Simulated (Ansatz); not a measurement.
Here is an Ansatz 0.2.0 calculation.

input.yaml

```yaml
crystal:
  lattice:
    - [-1.38371547, 1.38371547, 1.38371547]
    - [1.38371547, -1.38371547, 1.38371547]
    - [1.38371547, 1.38371547, -1.38371547]
  atoms:
    - { symbol: Ni, position: [0.0, 0.0, 0.0], spin: 1.0 }
hamiltonian:
  xc: pbe
  pseudopotentials: { kind: paw }
magnetization:
  spin_polarized: true
kpoints:
  mp_grid: { grid: [13, 13, 13] }
scf:
  occupations: { method: gaussian, width: 0.027 }
output:
  forces: true
  stress: true
  eigenvalues: true
```

Potentials or basis: Ansatz PAW.

The run is started by

```console
$ ansatz run input.yaml --threads 2 --pin off --max-ram 5632MiB --backend cpu --events-out ev --progress --plain --runs-dir out
```

Question: Predict the site moments.

Answer: Ni +0.62 μB.

Question: Predict the net moment.

Answer: 0.59 μB per cell.
